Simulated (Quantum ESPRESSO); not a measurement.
PtS2: zone-centre phonons under several settings

```
Pt S
1.0
     3.54320    0.00000    0.00000
    -1.77160    3.06850    0.00000
     0.00000    0.00000    5.03880
Pt S
1 2
Direct
  0.00000 0.00000 0.00000
  0.66667 0.33333 0.77300
  0.33333 0.66667 0.22700
```

All runs used Quantum ESPRESSO 7.5; potentials GBRV 1.5 PBEsol; k mesh 6 × 6 × 4, shifted; no spin polarisation; cutoff 612 eV.

```tsv
level	geometry	occupations	volume (Å³/atom)	pressure (GPa)	lowest optical mode without the field (cm⁻¹)	highest optical mode without the field (cm⁻¹)
PBEsol	relaxed at 0 GPa	smeared at first, fixed for the response	17.61	0.0	299	331
PBEsol	relaxed at 10 GPa	fermi-dirac, width 0.05 eV	15.23	9.9	287	360
PBEsol	relaxed at 25 GPa	fermi-dirac, width 0.05 eV	13.86	24.9	291	416
PBEsol	relaxed at 50 GPa	fermi-dirac, width 0.05 eV	12.63	49.9	305	487
PBEsol	relaxed at 80 GPa	fermi-dirac, width 0.05 eV	?	79.8	?	?
```

Question: What stands in the row left open?

Answer: Volume 11.68 Å³/atom; lowest optical mode without the field 311 cm⁻¹; highest optical mode without the field 525 cm⁻¹.

Caveats: the layers were relaxed without a dispersion term, so their spacing and the soft interlayer modes are unreliable; the mesh is thin for the phonons of a metal (some runs); the volume moved by over 15 % at a fixed basis, so the end points are rough (some runs); the cell is more than 3 GPa from zero pressure, which shifts response properties (some runs).

For the row left open. Caveat: the k mesh is coarse; the mesh is thin for the phonons of a metal; the volume moved by over 15 % at a fixed basis, so the end points are rough; the cell is more than 3 GPa from zero pressure, which shifts response properties; the layers were relaxed without a dispersion term, so their spacing and the soft interlayer modes are unreliable.
